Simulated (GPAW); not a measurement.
InAs in GPAW: convergence with basis set

Input of the first run (basis set lcao:sz(dzp)); the others differ in this setting and in those tied to it:

The input run.py:

```python
from ase.dft.bandgap import bandgap
from ase.io import read, write
from gpaw import GPAW

atoms = read('InAs.xyz')

calc = GPAW(mode='lcao',
            h=0.16,
            basis='sz(dzp)',
            xc='PBE',
            kpts={'size': (8, 8, 8), 'gamma': True},
            occupations={'name': 'fermi-dirac', 'width': 0.05},
            convergence={'density': 1e-05, 'energy': 1e-05},
            maxiter=100,
            txt='gpaw.txt')
atoms.calc = calc
energy = atoms.get_potential_energy()
forces = atoms.get_forces()
calc.write('gs.gpw')
write('result.traj', atoms)
print(f'Energy: {energy:.6f} eV')
print('Forces (eV/A):')
print(forces.round(4))
print('Fermi level:', round(calc.get_fermi_level(), 4), 'eV')
print(f'Gap: {bandgap(calc)[0]:.4f} eV, direct: {bandgap(calc, direct=True)[0]:.4f} eV')
```

Contents of InAs.xyz:

```xyz
2
Lattice="0.0000000000 2.8773040000 2.8773040000 2.8773040000 0.0000000000 2.8773040000 2.8773040000 2.8773040000 0.0000000000" Properties=species:S:1:pos:R:3 pbc="T T T"
In     2.8773040000      2.8773040000      2.8773040000
As     0.0000000000      0.0000000000      0.0000000000
```

Potentials or basis: GPAW PAW data sets (gpaw-data 1.2.1), lcao:sz(dzp).

Launch:

```bash
$ OMP_NUM_THREADS=1 python run.py
```

Measurements of this composition are mostly on another form, of space group No. 216.

Hardware: 1 thread of Intel(R) Xeon(R) Platinum 8488C (Sapphire Rapids), with other jobs on the host.

```csv
basis set,"energy less the tightest run, at zero smearing (meV/atom)",SCF cycles,CPU time (s),peak memory (GiB)
lcao:sz(dzp),630.23,8,25,0.17
lcao:szp(dzp),362.54,8,94,0.19
lcao:dz(dzp),396.31,8,36,0.18
lcao:dzp,231.66,9,120,0.21
fd,-27.87,11,33,0.26
pw,0.00,9,11,0.16
```

Not settled before the last step: the energy (to 1 meV/atom). The tightest run that finished is the yardstick and may itself not be fully converged.
